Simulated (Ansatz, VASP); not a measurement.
Two plane-wave programs on ZnO (zincite)

File INCAR:

```
  PREC = Accurate
  ENCUT = 520
  EDIFF = 1E-6
  ISMEAR = 0
  SIGMA = 0.01
  LREAL = F
  LASPH = T
  NELM = 100
  ALGO = Normal
  ISIF = 2
  LWAVE = F
  LCHARG = F
  GGA = PS
  NBANDS = 26
```

Contents of KPOINTS:

```
regular mesh
0
Gamma
  6 6 4
```

File POSCAR:

```
ZnO
1.0
    3.2493080000      0.0000000000      0.0000000000
   -1.6246540000      2.8139832727      0.0000000000
    0.0000000000      0.0000000000      5.2057090000
Zn O
2 2
Direct
    0.3333330000      0.6666670000      0.5000000000
    0.6666670000      0.3333330000      0.0000000000
    0.6666670000      0.3333330000      0.3790100000
    0.3333330000      0.6666670000      0.8790100000
```

Input for Ansatz:

```yaml
crystal:
  lattice:
    - [3.249308, 0.0, 0.0]
    - [-1.6246539999999994, 2.813983272720007, 0.0]
    - [0.0, 0.0, 5.205709]
  atoms:
    - { symbol: Zn, position: [0.333333, 0.666667, 0.5] }
    - { symbol: Zn, position: [0.666667, 0.333333, 0.0] }
    - { symbol: O, position: [0.666667, 0.333333, 0.37901] }
    - { symbol: O, position: [0.333333, 0.666667, 0.8790099999999998] }
basis:
  ecutwfc: 450.0
kpoints:
  mp_grid:
    grid: [6, 6, 4]
    shift: [0.0, 0.0, 0.0]
hamiltonian:
  xc: pbesol
  pseudopotentials:
    kind: paw
scf:
  occupations:
    method: fixed
output:
  stress: true
```

Alike in both runs: task single point; functional PBEsol; k mesh 6 × 6 × 4; no spin polarisation.

|  | VASP | Ansatz |
| --- | --- | --- |
| version | VASP 6.6.1 | Ansatz 0.2.0 |
| potentials or method | VASP PAW PBE potentials, release 64 (Zn, O) | plane waves, PAW |
| plane-wave cutoff (eV) | 520 | 450 |
| occupations | gaussian, width 0.01 eV | fixed |
| valence electrons in the cell | 36 | 36 |

|  | VASP | Ansatz | Ansatz less VASP |
| --- | --- | --- | --- |
| pressure (GPa) | -0.5 | -1.5 | -0.98 |
| largest component of the traceless stress (GPa) | 1.13 | 1.08 | -0.051 |

Ansatz warned: «structure_snapped_to_symmetry».

Caveats: the PAW data sets were made with another functional, which shifts forces and pressure a little (VASP). PBEsol gaps usually lie below the measured ones, often by a third to a half.
